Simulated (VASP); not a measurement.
# SiC (Moissanite 6H) (P6_3mc) in VASP: notebook, part 2 of 2

VASP 6.6.1.

**4. Relaxation of cell and atoms, r2SCAN**

Input file INCAR:

```
ALGO = Normal
EDIFF = 1E-6
EDIFFG = -0.01
ENCUT = 600
IBRION = 2
ISIF = 3
ISMEAR = 0
KPAR = 4
LASPH = True
LCHARG = False
LMIXTAU = True
LREAL = False
LWAVE = False
METAGGA = R2SCAN
NELM = 80
NSW = 90
PREC = Accurate
SIGMA = 0.03
```

Input file KPOINTS:

```
k-points
0
Gamma
  12 12 2
```

Input file POSCAR:

```
SiC
1.0
    3.0950000000      0.0000000000      0.0000000000
   -1.5475000000      2.6803486247      0.0000000000
    0.0000000000      0.0000000000     15.1700000000
Si C
6 6
Direct
    0.0000000000      0.0000000000      0.1250000000
    0.0000000000      0.0000000000      0.6250000000
    0.3333333333      0.6666666667      0.2917000000
    0.6666666667      0.3333333333      0.7917000000
    0.3333333333      0.6666666667      0.9583000000
    0.6666666667      0.3333333333      0.4583000000
    0.0000000000      0.0000000000      0.0000000000
    0.0000000000      0.0000000000      0.5000000000
    0.3333333333      0.6666666667      0.1667000000
    0.6666666667      0.3333333333      0.6667000000
    0.3333333333      0.6666666667      0.8333000000
    0.6666666667      0.3333333333      0.3333000000
```

Potentials or basis: VASP PAW PBE potentials, release 64 (Si, C).

Command:

```sh
$ cat potpaw_PBE.64/Si/POTCAR potpaw_PBE.64/C/POTCAR > POTCAR
$ mpirun -np 4 vasp_std > vasp.out
```

OUTCAR:

```text
EDIFF = 1E-6
   EDIFFG = -0.01
   ENCUT = 600
   IBRION = 2
   ISIF = 3
   ISMEAR = 0
   LASPH = True
   LREAL = False
   METAGGA = R2SCAN
   NELM = 80
   NSW = 90
   PREC = Accurate

 ion  position               nearest neighbor table
   1  0.000  0.000  0.125-   9 1.90   9 1.90   9 1.90   7 1.90   5 3.10   3 3.10   3 3.10   5 3.10
                             5 3.10   3 3.10
   2  0.000  0.000  0.625-  10 1.90  10 1.90  10 1.90   8 1.90   6 3.10   4 3.10   6 3.10   4 3.10
                             4 3.10   6 3.10
   3  0.333  0.667  0.292-  12 1.90  12 1.90  12 1.90   9 1.90   6 3.10   6 3.10   6 3.10   1 3.10
                             1 3.10   1 3.10
   4  0.667  0.333  0.792-  11 1.90  11 1.90  11 1.90  10 1.90   5 3.10   5 3.10   5 3.10   2 3.10
                             2 3.10   2 3.10
   5  0.333  0.667  0.958-   7 1.90   7 1.90   7 1.90  11 1.90   4 3.10   4 3.10   4 3.10   1 3.10
                             1 3.10   1 3.10
   6  0.667  0.333  0.458-   8 1.90   8 1.90   8 1.90  12 1.90   3 3.10   3 3.10   3 3.10   2 3.10
                             2 3.10   2 3.10
   7  0.000  0.000  0.000-   5 1.90   5 1.90   5 1.90   1 1.90
   8  0.000  0.000  0.500-   6 1.90   6 1.90   6 1.90   2 1.90
   9  0.333  0.667  0.167-   1 1.90   1 1.90   1 1.90   3 1.90
  10  0.667  0.333  0.667-   2 1.90   2 1.90   2 1.90   4 1.90
  11  0.333  0.667  0.833-   4 1.90   4 1.90   4 1.90   5 1.90
  12  0.667  0.333  0.333-   3 1.90   3 1.90   3 1.90   6 1.90

  LATTYP: Found a hexagonal cell.
 ALAT       =     3.0950000000
 C/A-ratio  =     4.9014539580

  Lattice vectors:

 A1 = (   3.0950000000,   0.0000000000,   0.0000000000)
 A2 = (  -1.5475000000,   2.6803486247,   0.0000000000)
 A3 = (   0.0000000000,   0.0000000000,  15.1700000000)

Analysis of symmetry for initial positions (statically):
=====================================================================
 Subroutine PRICEL returns:
 Original cell was already a primitive cell.

 Routine SETGRP: Setting up the symmetry group for a
 hexagonal supercell.

 Subroutine GETGRP returns: Found 12 space group operations
 (whereof  6 operations were pure point group operations)
 out of a pool of 24 trial point group operations.

The static configuration has the point symmetry C_3v.
 The point group associated with its full space group is C_6v.

Analysis of symmetry for dynamics (positions and initial velocities):
=====================================================================
 Subroutine PRICEL returns:
 Original cell was already a primitive cell.

 Routine SETGRP: Setting up the symmetry group for a
 hexagonal supercell.

 Subroutine GETGRP returns: Found 12 space group operations
 (whereof  6 operations were pure point group operations)
 out of a pool of 24 trial point group operations.

The dynamic configuration has the point symmetry C_3v.
 The point group associated with its full space group is C_6v.

 Subroutine INISYM returns: Found 12 space group operations
 (whereof  6 operations are pure point group operations),
 and found     1 'primitive' translations

----------------------------------------------------------------------------------------

                                     Primitive cell

  volume of cell :     125.8455

  direct lattice vectors                    reciprocal lattice vectors
     3.095000000  0.000000000  0.000000000     0.323101777  0.186542898  0.000000000
    -1.547500000  2.680348625  0.000000000     0.000000000  0.373085796  0.000000000
     0.000000000  0.000000000 15.170000000     0.000000000  0.000000000  0.065919578

  length of vectors
[... 85 lines left out ...]
   number of dos      NEDOS =    301   number of ions     NIONS =     12
   total plane-waves  NPLWV =  98784
   dimension x,y,z NGX =    28 NGY =   28 NGZ =  126
   dimension x,y,z NGXF=    56 NGYF=   56 NGZF=  252
   ions per type =               6   6
   NGX,Y,Z   is equivalent  to a cutoff of  15.04, 15.04, 13.81 a.u.
   NGXF,Y,Z  is equivalent  to a cutoff of  30.08, 30.08, 27.62 a.u.
 SYSTEM =  unknown system
   PREC   = accura    normal or accurate (medium, high low for compatibility)
   ISTART =      0    job   : 0-new  1-cont  2-samecut
   ICHARG =      2    charge: 1-file 2-atom 10-const
   ISPIN  =      1    spin polarized calculation?
   LNONCOLLINEAR =      F non collinear calculations
   LSORBIT =      F    spin-orbit coupling
   LASPH  =      T    aspherical Exc in radial PAW
   ENCUT  =  600.0 eV  44.10 Ry    6.64 a.u.   6.18  6.18 30.30*2*pi/ulx,y,z
   NELM   =     80;   NELMIN=  2; NELMDL= -5     # of ELM steps
   EDIFF  = 0.1E-05   stopping-criterion for ELM
   LREAL  =      F    real-space projection
   EDIFFG = -.1E-01   stopping-criterion for IOM
   NSW    =     90    number of steps for IOM
   IBRION =      2    ionic relax: 0-MD 1-quasi-New 2-CG
   NFREE  =      1    steps in history (QN), initial steepest desc. (CG)
   ISIF   =      3    stress and relaxation
   ISYM   =      2    0-nonsym 1-usesym 2-fastsym
   POTIM  = 0.5000    time-step for ionic-motion
   TEBEG  =    0.0;   TEEND  =   0.0 temperature during run
   PSTRESS=    0.0 pullay stress
   NELECT =      48.0000    total number of electrons
   NUPDOWN=      -1.0000    fix difference up-down
   EMIN   =  10.00;   EMAX   =-10.00  energy-range for DOS
   EFERMI =   0.00;   METHOD = LEGACY
   ISMEAR =     0;   SIGMA  =   0.03  broadening in eV -4-tet -1-fermi 0-gaus
   EFERMI_NEDOS =   21; number of points for ismear=-14 and -15
   IALGO  =     38    algorithm
   IMIX   =      4    mixing-type and parameters
     AMIX     =   0.40;   BMIX     =  1.00
     AMIX_MAG =   1.60;   BMIX_MAG =  1.00
  volume/ion in A,a.u.               =      10.49        70.77
  Fermi-wavevector in a.u.,A,eV,Ry     =   1.187252  2.243580 19.178312  1.409566
  Thomas-Fermi vector in A             =   2.323407
   LORBIT       =      0    0 simple, 1 ext, 2 COOP (PROOUT), +10 PAW based schemes
   METAGGA = R2SCAN    functional components
   LHFCALC =     F    Hartree Fock is set to
   AEXX    =    0.0000 exact exchange contribution
   IVDW    =     0    specifies the selected vdW correction
   LEPSILON=     F    determine dielectric tensor
   LRPA    =     F    only Hartree local field effects (RPA)
 conjugate gradient relaxation of ions
 non-spin polarized calculation
 Gauss-broadening in eV      SIGMA  =   0.03
  energy-cutoff  :      600.00
  volume of cell :      125.85
 maximum number of plane-waves:      4225
 NGX is ok and might be reduce to    28
   NGX = 13   NGY = 13   NGZ = 61

--------------------------------------- Ionic step        1  -------------------------------------------

 number of electron      47.9999999 magnetization

 Free energy of the ion-electron system (eV)
  ---------------------------------------------------
  ext. energy  EPLUGINS =         0.00000000
  ---------------------------------------------------
  free energy    TOTEN  =      -115.95424324 eV

  energy without entropy =     -115.95424324  energy(sigma->0) =     -115.95424324

------------------------ aborting loop because EDIFF is reached ----------------------------------------

  FORCE on cell =-STRESS in cart. coord.  units (eV):
  Direction    XX          YY          ZZ          XY          YZ          ZX
  --------------------------------------------------------------------------------------
  -------------------------------------------------------------------------------------
  Total       -3.0770479     -3.0770479     -2.4042116      0.0000000     -0.0000000      0.0000000
  in kB      -39.1748476    -39.1748476    -30.6087611      0.0000000     -0.0000000      0.0000000
  external PRESSURE =     -36.3194855 kB  Pullay stress =       0.0000000 kB
[... 263 lines left out ...]
--------------------------------------- Ionic step        7  -------------------------------------------

 number of electron      47.9999998 magnetization

 Free energy of the ion-electron system (eV)
  ---------------------------------------------------
  ext. energy  EPLUGINS =         0.00000000
  ---------------------------------------------------
  free energy    TOTEN  =      -115.97898559 eV

  energy without entropy =     -115.97898559  energy(sigma->0) =     -115.97898559

 E-fermi :   8.2144     XC(G=0): -11.9437

 val. band max:        8.0585887140   @ k =   0.0000   0.0000   0.0000
 cond. band min:      10.4582799157   @ k =   0.5000   0.0000   0.0000
 fundamental gap:      2.3996912018
 Fermi energy:         8.2144316724

 k-point     1 :       0.0000    0.0000    0.0000
  band No.  band energies     occupation
      1      -8.1963      2.00000
      2      -7.6551      2.00000
      3      -7.6188      2.00000
      4      -6.0795      2.00000
      5      -6.0481      2.00000
      6      -4.5627      2.00000
[... 805 lines left out ...]
     30      13.9198      0.00000
     31      14.7303      0.00000

 [... further k-points ...]
[... 5 lines left out ...]
  --------------------------------------------------------------------------------------
  -------------------------------------------------------------------------------------
  Total       -0.0390534     -0.0390534     -0.0914361      0.0000000      0.0000000      0.0000000
  in kB       -0.5053066     -0.5053066     -1.1830790      0.0000000      0.0000000      0.0000000
  external PRESSURE =      -0.7312308 kB  Pullay stress =       0.0000000 kB
[... 27 lines left out ...]
  FREE ENERGIE OF THE ION-ELECTRON SYSTEM (eV)
  ---------------------------------------------------
  free  energy   TOTEN  =      -115.9789855906 eV

  energy  without entropy=     -115.9789855906  energy(sigma->0) =     -115.97898559

 reached required accuracy - stopping structural energy minimisation
```

It took 11 min on 4 MPI ranks of Intel Xeon 6975P-C (Granite Rapids), shared host; peak memory 0.4 GiB.

What came out:

| Quantity | Value |
| --- | --- |
| Free energy | -115.9790 eV |
| Relaxed volume | 10.32 Å³/atom |
| Relaxed cell | a = 3.077 Å, b = 3.077 Å, c = 15.101 Å, α = 90.00°, β = 90.00°, γ = 120.00° |
| Space group after relaxing (to 0.05 Å) | P6_3mc (No. 186) |
| Energy gained by relaxing | 2.1 meV/atom |
| Ionic steps | 7 |
| Pressure after relaxing | -0.1 GPa |
| Largest force after relaxing | 0.009 eV/Å |
| Band gap on the k mesh | 2.40 eV, indirect (least direct gap 3.56 eV) |

Forces in eV/Å, atoms in the order of the input:
```
Si   0.000  0.000 -0.005
Si   0.000  0.000 -0.005
Si   0.000  0.000 -0.002
Si   0.000  0.000 -0.002
Si   0.000  0.000 -0.004
Si   0.000  0.000 -0.004
C    0.000  0.000  0.009
C    0.000  0.000  0.009
C    0.000  0.000  0.000
C    0.000  0.000  0.000
C    0.000  0.000  0.001
C    0.000  0.000  0.001
```

Step by step:
```csv
step,energy change (eV),largest force (eV/Å),pressure (GPa),volume (Å³)
1,0.0000,0.1492,-3.63,125.85
2,0.0057,0.1285,4.28,121.56
3,-0.0246,0.0293,-0.07,123.79
4,-0.0246,0.0313,0.07,123.75
5,-0.0247,0.0121,0.08,123.74
6,-0.0247,0.0128,0.08,123.74
7,-0.0247,0.0092,-0.07,123.83
```

Final structure:
```yaml
crystal:
  lattice:
    - [3.07705, 0.00000, 0.00000]
    - [-1.53852, 2.66480, 0.00000]
    - [0.00000, 0.00000, 15.10136]
  atoms:
    - { symbol: Si, position: [0.00000, 0.00000, 0.12505] }
    - { symbol: Si, position: [0.00000, 0.00000, 0.62505] }
    - { symbol: Si, position: [0.33333, 0.66667, 0.29182] }
    - { symbol: Si, position: [0.66667, 0.33333, 0.79182] }
    - { symbol: Si, position: [0.33333, 0.66667, 0.95830] }
    - { symbol: Si, position: [0.66667, 0.33333, 0.45830] }
    - { symbol: C, position: [0.00000, 0.00000, 0.99967] }
    - { symbol: C, position: [0.00000, 0.00000, 0.49967] }
    - { symbol: C, position: [0.33333, 0.66667, 0.16685] }
    - { symbol: C, position: [0.66667, 0.33333, 0.66685] }
    - { symbol: C, position: [0.33333, 0.66667, 0.83331] }
    - { symbol: C, position: [0.66667, 0.33333, 0.33331] }
```

Caveat: the PAW data sets were made with another functional, which shifts forces and pressure a little. r2SCAN opens gaps a little over a GGA but as a rule still falls short of measured ones.
